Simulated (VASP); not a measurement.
## AlRu: elastic constants with PBEsol

The system is AlRu.

```
Ru Al
1.0
     2.99160    0.00000    0.00000
     0.00000    2.99160    0.00000
     0.00000    0.00000    2.99160
Ru Al
1 1
Cartesian
  1.4958 1.4958 1.4958
  0.0000 0.0000 0.0000
```

```json
{"Program": "VASP 6.6.1", "Task": "elastic constants", "Functional": "PBEsol", "Potentials or basis": "VASP PAW PBE potentials, release 64 (Ru_pv, Al)", "Cutoff": "600 eV", "k mesh": "7 × 7 × 7", "Occupations": "fermi-dirac, width 0.05 eV", "Spin": "no spin polarisation", "Ions in elastic constants": "relaxed", "Further INCAR settings": "ALGO = Fast; EDIFF = 1e-08; IBRION = 6; POTIM = 0.015; NSW = 1; ISIF = 3"}
```

```json
{
 "Relaxed volume": "13.18 Å³/atom",
 "Relaxed cell": "a = 2.976 Å, b = 2.976 Å, c = 2.976 Å, α = 90.00°, β = 90.00°, γ = 90.00°",
 "Space group after relaxing (to 0.05 Å)": "Pm-3m (No. 221)",
 "Elastic constants C11, C12, C44": "327, 168, 122 GPa",
 "Voigt bulk modulus": "221 GPa",
 "Highest phonon frequency at Γ, LO-TO splitting left out": "321 cm⁻¹"
}
```

The path:
| step | energy change (eV) | largest force (eV/Å) | pressure (GPa) | volume (Å³) |
| --- | --- | --- | --- | --- |
| 1 | 0.0000 | 0.0000 | -3.23 | 26.77 |
| 2 | 0.0066 | 0.0000 | 5.68 | 25.74 |
| 3 | -0.0041 | 0.0000 | 0.01 | 26.37 |

Final structure:
```cif
data_structure
_symmetry_space_group_name_H-M 'P 1'
_symmetry_Int_Tables_number 1
_cell_length_a 2.9765
_cell_length_b 2.9765
_cell_length_c 2.9765
_cell_angle_alpha 90.000
_cell_angle_beta 90.000
_cell_angle_gamma 90.000
_cell_volume 26.37
loop_
_atom_site_label
_atom_site_type_symbol
_atom_site_fract_x
_atom_site_fract_y
_atom_site_fract_z
_atom_site_occupancy
Ru1 Ru 0.50000 0.50000 0.50000 1
Al1 Al 0.00000 0.00000 0.00000 1
```

Phonon frequencies in cm⁻¹ (negative: imaginary):
```tsv
q point	frequencies
(0.000, 0.000, 0.000)	0 0 0 321 321 321
```

Elastic tensor in Voigt notation (GPa, in the Cartesian axes of the cell as first typed):
```
327 168 168   0   0   0
168 327 168   0   0   0
168 168 327   0   0   0
  0   0   0 122   0   0
  0   0   0   0 122   0
  0   0   0   0   0 122
```

Clamped-ion elastic tensor (GPa):
```
327 168 168   0   0   0
168 327 168   0   0   0
168 168 327   0   0   0
  0   0   0 122   0   0
  0   0   0   0 122   0
  0   0   0   0   0 122
```

Run time: 2.9 min on 1 thread of AMD EPYC 9R45 96-Core Processor (Zen 5), on a shared host, peak memory 0.18 GiB.

Caveat: the PAW data sets were made with another functional, which shifts forces and pressure a little.
